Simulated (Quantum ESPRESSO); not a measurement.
# Ga (Cmcm) in Quantum ESPRESSO: notebook, part 2 of 2

Quantum ESPRESSO 7.5. Earlier steps stand in the parts before.

### 10 Band structure, PBEsol

The input, pw.in:

```
&CONTROL
  calculation = 'scf'
  prefix = 'pwscf'
  outdir = './tmp'
  pseudo_dir = './pseudo'
  tprnfor = .true.
  tstress = .true.
  disk_io = 'low'
/
&SYSTEM
  ibrav = 0
  celldm(1) = 8
  nat = 2
  ntyp = 1
  ecutwfc = 56
  ecutrho = 448
  nbnd = 27
  occupations = 'smearing'
  smearing = 'fd'
  degauss = 0.00367493
/
&ELECTRONS
  conv_thr = 4d-10
  electron_maxstep = 120
  mixing_beta = 0.5
/
ATOMIC_SPECIES
Ga    69.7230 ga_pbesol_v1.4.uspp.F.UPF
CELL_PARAMETERS alat
  0.3425128600884  -0.9602170870755   0.0000000000000
  0.3425128600884   0.9602170870755   0.0000000000000
  0.0000000000000   0.0000000000000   0.7488039768830
ATOMIC_POSITIONS crystal
Ga     0.1330000000    0.8670000000    0.7500000000
Ga     0.8670000000    0.1330000000    0.2500000000
K_POINTS automatic
10 10 8 0 0 0
```

The input, bands.in:

```
&CONTROL
  calculation = 'bands'
  prefix = 'pwscf'
  outdir = './tmp'
  pseudo_dir = './pseudo'
  disk_io = 'low'
  verbosity = 'high'
/
&SYSTEM
  ibrav = 0
  celldm(1) = 8
  nat = 2
  ntyp = 1
  ecutwfc = 56
  ecutrho = 448
  nbnd = 27
  occupations = 'smearing'
  smearing = 'fd'
  degauss = 0.00367493
/
&ELECTRONS
  conv_thr = 1d-08
  electron_maxstep = 120
  mixing_beta = 0.5
  diago_full_acc = .true.
  startingwfc = 'random'
/
ATOMIC_SPECIES
Ga    69.7230 ga_pbesol_v1.4.uspp.F.UPF
CELL_PARAMETERS alat
  0.3425128600884  -0.9602170870755   0.0000000000000
  0.3425128600884   0.9602170870755   0.0000000000000
  0.0000000000000   0.0000000000000   0.7488039768830
ATOMIC_POSITIONS crystal
Ga     0.1330000000    0.8670000000    0.7500000000
Ga     0.8670000000    0.1330000000    0.2500000000
K_POINTS crystal
60
 0.0000000000  0.0000000000  0.0000000000 1
 0.0469682264  0.0469682264  0.0000000000 1
 0.0939364529  0.0939364529  0.0000000000 1
 0.1409046793  0.1409046793  0.0000000000 1
 0.1878729058  0.1878729058  0.0000000000 1
 0.2348411322  0.2348411322  0.0000000000 1
 0.2818093587  0.2818093587  0.0000000000 1
 0.0000000000  0.5000000000  0.0000000000 1
 0.0000000000  0.5000000000  0.1000000000 1
 0.0000000000  0.5000000000  0.2000000000 1
 0.0000000000  0.5000000000  0.3000000000 1
 0.0000000000  0.5000000000  0.4000000000 1
 0.0000000000  0.5000000000  0.5000000000 1
 0.2818093587  0.2818093587  0.5000000000 1
 0.2415508789  0.2415508789  0.5000000000 1
 0.2012923991  0.2012923991  0.5000000000 1
 0.1610339192  0.1610339192  0.5000000000 1
 0.1207754394  0.1207754394  0.5000000000 1
 0.0805169596  0.0805169596  0.5000000000 1
 0.0402584798  0.0402584798  0.5000000000 1
 0.0000000000  0.0000000000  0.5000000000 1
 0.0000000000  0.0000000000  0.4000000000 1
 0.0000000000  0.0000000000  0.3000000000 1
 0.0000000000  0.0000000000  0.2000000000 1
 0.0000000000  0.0000000000  0.1000000000 1
 0.0000000000  0.0000000000  0.0000000000 1
-0.1250000000  0.1250000000  0.0000000000 1
-0.2500000000  0.2500000000  0.0000000000 1
-0.3750000000  0.3750000000  0.0000000000 1
-0.5000000000  0.5000000000  0.0000000000 1
-0.4563618717  0.5436381283  0.0000000000 1
-0.4127237435  0.5872762565  0.0000000000 1
-0.3690856152  0.6309143848  0.0000000000 1
-0.3254474869  0.6745525131  0.0000000000 1
-0.2818093587  0.7181906413  0.0000000000 1
-0.2818093587  0.7181906413  0.0833333333 1
-0.2818093587  0.7181906413  0.1666666667 1
-0.2818093587  0.7181906413  0.2500000000 1
-0.2818093587  0.7181906413  0.3333333333 1
-0.2818093587  0.7181906413  0.4166666667 1
-0.2818093587  0.7181906413  0.5000000000 1
-0.3181744656  0.6818255344  0.5000000000 1
-0.3545395725  0.6454604275  0.5000000000 1
-0.3909046793  0.6090953207  0.5000000000 1
-0.4272697862  0.5727302138  0.5000000000 1
-0.4636348931  0.5363651069  0.5000000000 1
-0.5000000000  0.5000000000  0.5000000000 1
-0.5000000000  0.5000000000  0.4285714286 1
-0.5000000000  0.5000000000  0.3571428571 1
-0.5000000000  0.5000000000  0.2857142857 1
-0.5000000000  0.5000000000  0.2142857143 1
-0.5000000000  0.5000000000  0.1428571429 1
-0.5000000000  0.5000000000  0.0714285714 1
-0.5000000000  0.5000000000  0.0000000000 1
 0.0000000000  0.0000000000  0.5000000000 1
-0.1000000000  0.1000000000  0.5000000000 1
-0.2000000000  0.2000000000  0.5000000000 1
-0.3000000000  0.3000000000  0.5000000000 1
-0.4000000000  0.4000000000  0.5000000000 1
-0.5000000000  0.5000000000  0.5000000000 1
```

Potentials or basis: GBRV 1.5 PBEsol.

On the command line:

```bash
OMP_NUM_THREADS=1 mpirun -n 2 pw.x -nk 2 -in pw.in > pw.out
OMP_NUM_THREADS=1 mpirun -n 2 pw.x -nk 2 -in bands.in > bands.out
```

pw.out:

```text
This program is part of the open-source Quantum ESPRESSO suite
     for quantum simulation of materials; please cite
         "P. Giannozzi et al., J. Phys.:Condens. Matter 21 395502 (2009);
         "P. Giannozzi et al., J. Phys.:Condens. Matter 29 465901 (2017);
         "P. Giannozzi et al., J. Chem. Phys. 152 154105 (2020);
     in publications or presentations arising from this work. More details at

     Message from routine setup:
     using ibrav=0 with symmetry is DISCOURAGED, use correct ibrav instead

     K-points division:     npool     =       2
     Subspace diagonalization in iterative solution of the eigenvalue problem:
     a serial algorithm will be used

     G-vector sticks info
     --------------------
     sticks:   dense  smooth     PW     G-vecs:    dense   smooth      PW
     Sum        1501     753    259                40429    14301    2863

     Using Slab Decomposition

     bravais-lattice index     =            0
     lattice parameter (alat)  =       8.0000  a.u.
     unit-cell volume          =     252.1822 (a.u.)^3
     number of atoms/cell      =            2
     number of atomic types    =            1
     number of electrons       =        38.00
     number of Kohn-Sham states=           27
     kinetic-energy cutoff     =      56.0000  Ry
     charge density cutoff     =     448.0000  Ry
     scf convergence threshold =      4.0E-10
     mixing beta               =       0.5000
     number of iterations used =            8  plain     mixing
     Exchange-correlation= SLA  PW   PSX  PSC
                           (   1   4  10   8   0   0   0)

     celldm(1)=   8.000000  celldm(2)=   0.000000  celldm(3)=   0.000000
[... 34 lines left out ...]
         1        Ga     tau(   1) = (   0.3425129   0.7047993   0.5616030  )
         2        Ga     tau(   2) = (   0.3425129  -0.7047993   0.1872010  )

     number of k points=   155  Fermi-Dirac smearing, width (Ry)=  0.0037

     Number of k-points >= 100: set verbosity='high' to print them.

     Dense  grid:    40429 G-vectors     FFT dimensions: (  60,  60,  48)

     Smooth grid:    14301 G-vectors     FFT dimensions: (  40,  40,  30)

     Check: negative core charge=   -0.000001

     Initial potential from superposition of free atoms

     starting charge      36.0000, renormalised to      38.0000
     Starting wfcs are   24 randomized atomic wfcs +    3 random wfcs

     Self-consistent Calculation

     iteration #  1     ecut=    56.00 Ry     beta= 0.50
     Davidson diagonalization with overlap
     ethr =  1.00E-02,  avg # of iterations =  5.7

     total energy              =    -820.80249802 Ry
     estimated scf accuracy    <      18.75304848 Ry
[... 57 lines left out ...]
     iteration # 10     ecut=    56.00 Ry     beta= 0.50
     Davidson diagonalization with overlap
     ethr =  1.78E-11,  avg # of iterations =  2.3

     End of self-consistent calculation

     Number of k-points >= 100: set verbosity='high' to print the bands.

     the Fermi energy is    11.0800 ev

!    total energy              =    -829.98667639 Ry
     estimated scf accuracy    <          2.5E-10 Ry
     smearing contrib. (-TS)   =      -0.00022563 Ry
     internal energy E=F+TS    =    -829.98645076 Ry

     The total energy is F=E-TS. E is the sum of the following terms:
     one-electron contribution =    -675.07848567 Ry
     hartree contribution      =     352.82841670 Ry
     xc contribution           =     -95.93704055 Ry
     ewald contribution        =    -411.79934124 Ry

     convergence has been achieved in  10 iterations

     Forces acting on atoms (cartesian axes, Ry/au):

     atom    1 type  1   force =    -0.00000000   -0.00812416    0.00000000
     atom    2 type  1   force =     0.00000000    0.00812416    0.00000000

     Total force =     0.011489     Total SCF correction =     0.000002

     Computing stress (Cartesian axis) and pressure

          total   stress  (Ry/bohr**3)                   (kbar)     P=      -21.26
  -0.00025556   0.00000000   0.00000000          -37.59        0.00        0.00
   0.00000000  -0.00012109   0.00000000            0.00      -17.81        0.00
   0.00000000   0.00000000  -0.00005697            0.00        0.00       -8.38

=------------------------------------------------------------------------------=
   JOB DONE.
=------------------------------------------------------------------------------=
```

Run time: 87 s. Hardware: 2 MPI ranks of Arm Neoverse V2, shared host; peak memory 0.36 GiB.

What came out:

- Free energy: -11292.5440 eV
- Pressure: -2.1 GPa
- Largest force: 0.209 eV/Å
- Band gap on the k mesh: none (metal or under the smearing width)

Forces on the atoms (eV/Å):
```
Ga   0.000 -0.209  0.000
Ga   0.000  0.209  0.000
```

Levels at the corners of the path, in eV from the Fermi level:
| point | band 17 | band 18 | band 19 | band 20 | band 21 | band 22 |
| --- | --- | --- | --- | --- | --- | --- |
| Γ | -11.20 | -2.22 | -1.53 | 2.94 | 6.61 | 7.87 |
| X | -6.17 | -5.60 | -3.95 | 3.89 | 4.15 | 7.20 |
| S | -6.65 | -5.37 | -1.71 | -0.39 | 6.54 | 6.77 |
| R | -3.00 | -3.00 | -1.55 | -1.55 | 1.91 | 1.91 |
| A | -2.59 | -2.59 | -1.86 | -1.86 | 0.28 | 0.28 |
| Z | -7.36 | -7.36 | 1.90 | 1.90 | 2.54 | 2.54 |
| Γ | -11.20 | -2.22 | -1.53 | 2.94 | 6.61 | 7.87 |
| Y | -9.17 | -8.54 | 5.18 | 5.83 | 5.90 | 7.12 |
| X1 | -6.17 | -5.60 | -3.95 | 3.89 | 4.15 | 7.20 |
| A1 | -2.59 | -2.59 | -1.86 | -1.86 | 0.28 | 0.28 |
| T | -5.54 | -5.54 | -4.19 | -4.19 | 9.64 | 9.64 |
| Y | -9.17 | -8.54 | 5.18 | 5.83 | 5.90 | 7.12 |
| Z | -7.36 | -7.36 | 1.90 | 1.90 | 2.54 | 2.54 |
| T | -5.54 | -5.54 | -4.19 | -4.19 | 9.64 | 9.64 |

### 11 The reference run

An earlier run on the cell as given: functional PBEsol; potentials or basis GBRV 1.5 PBEsol; cutoff 762 eV; density cutoff 6095 eV; k mesh 10 × 10 × 8; occupations fermi-dirac, width 0.05 eV; no spin polarisation.

* Pressure: -2.1 GPa
* Largest force: 0.209 eV/Å
* Band gap on the k mesh: none (metal or under the smearing width)

### 12 Overview

| task | level | potentials or basis | form of the LDA correlation | gap on the mesh (eV) | pressure (GPa) | largest force (eV/Å) |
| --- | --- | --- | --- | --- | --- | --- |
| equation of state | LDA | GBRV 1.5 LDA | PZ81 | - | - | - |
| band structure | PBEsol | GBRV 1.5 PBEsol | - | none | -2.1 | 0.21 |
| single point | PBEsol | GBRV 1.5 PBEsol | - | none | -2.1 | 0.21 |

Alike in all rows: no spin polarisation; cell as given; k mesh 10 × 10 × 8; cutoff (eV) 762; smearing fermi-dirac 0.05 eV.

Absolute energies hang on the potentials; compare differences alone.
